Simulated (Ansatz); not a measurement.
Start of a relaxation of HfC₅:

```xyz
6
Lattice="-2.4409 2.9525 3.3976 2.4409 -2.9525 3.3976 2.4409 2.9525 -3.3976" Properties=species:S:1:pos:R:3 pbc="T T T"
Hf    0.0000    0.0000    3.3976
C     1.6681    0.0000    3.3976
C     0.7728    2.9525    0.0000
C     0.0000    2.9525    1.5450
C     2.4409    0.0000    1.8526
C     2.4409    0.0000    0.0000
```

Computed with DFT PBE, scalar-relativistic, plane waves, PAW in Ansatz 0.2.0. Cutoff 420 eV, Gaussian smearing, Γ-centred meshes. Cell and atoms relax first on a coarse mesh and then on a finer one. In between, the cell is made exact in the group found at 0.06 Å. In metals the finer mesh still leaves noise of several meV/atom or more. The steps can't lower the symmetry of their start. No spin polarisation.

A guess keeps its type if space group and coordination stay and the shape of the cell changes little (axis ratios within about 15 %, angles within 6°); the volume may change.

Q: Does this structure survive the relaxation?

A: It doesn't keep its type. The symmetry stays Immm (No. 71). The volume per atom shrinks by 15.9 %, from 16.3 to 13.7 Å³. The shortest distance goes from 1.55 Å (C–C) to 1.31 Å (C–C). Counting neighbours within 15 % of an atom's shortest distance, the start has C 2/3/4, Hf 2 and the end C 1/2, Hf 4. In detail, at the end Hf has 4 C at 2.20–2.25 Å and 4 C at 2.57 Å; around C on a site of symmetry m2m lie 1 C at 1.31 Å, 2 C at 2.00 Å and 1 Hf at 2.25 Å; C on a site of symmetry mm2 has 1 C at 1.33 Å, 2 C at 2.00 Å and 2 Hf at 2.57 Å; 1 more site not described.

```cif
data_structure
_symmetry_space_group_name_H-M 'Immm'
_symmetry_Int_Tables_number 71
_cell_length_a 4.4037
_cell_length_b 5.8184
_cell_length_c 6.4276
_cell_angle_alpha 90.000
_cell_angle_beta 90.000
_cell_angle_gamma 90.000
_cell_volume 164.69
loop_
_atom_site_label
_atom_site_type_symbol
_atom_site_symmetry_multiplicity
_atom_site_Wyckoff_symbol
_atom_site_fract_x
_atom_site_fract_y
_atom_site_fract_z
_atom_site_occupancy
Hf1 Hf 2 c 0.00000 0.00000 0.50000 1
C1 C 4 h 0.00000 0.61287 0.50000 1
C2 C 4 j 0.50000 0.00000 0.29349 1
C3 C 2 d 0.50000 0.00000 0.50000 1
```

Energies over the elements count from the elements' standard structures at the same level, with no fitted energy shifts.

Q: At what energy does it end?

A: +1.55 eV/atom. The separate elements lie lower, so it is unstable against them.

The last run used a 10×10×10 mesh for its 6-atom cell and Gaussian smearing of 0.10 eV. No dispersion correction is applied, so the spacing and binding between layers, chains or molecules are poorly described. These runs have no spin–orbit coupling, which can matter for Hf. The reference form of C is held partly by dispersion forces, which this level lacks. A structure relaxed within its symmetry needn't be a true minimum.

In counts of neighbours, a slash parts the counts of unlike sites.
